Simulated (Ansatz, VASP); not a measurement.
Given: the input of a run of VASP 6.6.1 on Mg.

The input INCAR:

```
PREC = Accurate
ENCUT = 520
EDIFF = 1E-6
ISMEAR = -1
SIGMA = 0.02
LREAL = False
LASPH = True
NELM = 60
ALGO = Fast
ISIF = 2
LWAVE = False
LCHARG = False
GGA = PE
NBANDS = 7
```

The input KPOINTS:

```
Automatic mesh
0
Gamma
  6 6 6
```

The input POSCAR:

```
Mg
1.0
   -1.8359916300      1.8359916300      1.6794040200
    1.8359916300     -1.8359916300      1.6794040200
    1.8359916300      1.8359916300     -1.6794040200
Mg
1
Direct
    0.0000000000      0.0000000000      0.0000000000
```

Potentials or basis: VASP PAW PBE potentials, release 64 (Mg).

The run is started by

```console
$ cat potpaw_PBE.64/Mg/POTCAR > POTCAR
$ mpirun -np 1 vasp_std > vasp.out
```

Task: Set up the same calculation for Ansatz 0.2.0. Potentials there: all-electron LAPW, scalar-relativistic.

Result: As run (the cutoff follows the program's own potentials):

File input.yaml:

```yaml
crystal:
  lattice:
    - [-1.83599163, 1.83599163, 1.67940402]
    - [1.83599163, -1.83599163, 1.67940402]
    - [1.83599163, 1.83599163, -1.67940402]
  atoms:
    - { symbol: Mg, position: [0.0, 0.0, 0.0] }
kpoints:
  mp_grid: { grid: [6, 6, 6] }
scf:
  occupations: { method: fermi_dirac, width: 0.02 }
hamiltonian:
  xc: pbe
  pseudopotentials: { kind: all_electron, lapw: { basis_error: 0.002 } }
output:
  forces: true
  stress: true
  eigenvalues: true
```

Potentials or basis: all-electron LAPW, scalar-relativistic.

The run is started by

```console
$ ansatz run input.yaml --threads 1 --pin off --max-ram 2560MiB --backend cpu --events-out ev --progress --plain --runs-dir out
```

Both were run:

|  | VASP | Ansatz | Ansatz less VASP |
| --- | --- | --- | --- |
| gap on the k mesh at the Fermi level (eV) | none | none | - |
| pressure (GPa) | 0.6 | 0.7 | +0.11 |
| largest component of the traceless stress (GPa) | 3.12 | 3.14 | +0.021 |

A gap of «none» marks a metal or a gap that the smearing closes. Ansatz ran all-electron here, so the differences hold the error of VASP's frozen core and of both bases.

Caveats: the k mesh is coarse (spacing up to 0.42 Å⁻¹), so the values aren't converged.
